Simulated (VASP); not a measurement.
The system is ZnCu2SnSe4.

```
Zn Cu Sn Se
1.0
    -2.83251    2.83251    5.66312
     2.83251   -2.83251    5.66312
     2.83251    2.83251   -5.66312
Zn Cu Sn Se
1 2 1 4
Cartesian
  0.0000 2.8325 2.8316
  2.8325 0.0000 2.8316
  0.0000 0.0000 0.0000
  0.0000 0.0000 5.6631
  1.5321 1.4760 4.1839
  1.3004 1.3565 -1.4792
  -1.4760 1.5321 7.1423
  4.3085 1.3004 1.4792
```

The cell comes from a database or a generator and needn't be the stable form of this composition.

Base run:

```yaml
Program: VASP 6.6.1
Functional: PBE
Potentials_or_basis: VASP PAW PBE potentials, release 64 (Zn, Cu, Sn_d, Se)
Cutoff: 520 eV
k_mesh: 10 × 10 × 10
Occupations: methfessel-paxton, width 0.1 eV
Spin: no spin polarisation
```

Its results: pressure 3.4 GPa; largest force 0.047 eV/Å.

The run is repeated on the same cell with these changes: functional from PBE to LDA; potentials or basis from VASP PAW PBE potentials, release 64 (Zn, Cu, Sn_d, Se) to VASP PAW LDA potentials, release 64 (Zn, Cu, Sn_d, Se). What comes out?

Pressure -2.2 GPa; largest force 0.028 eV/Å.

Caveats: the run has no spin polarisation, though such a crystal can be magnetic.
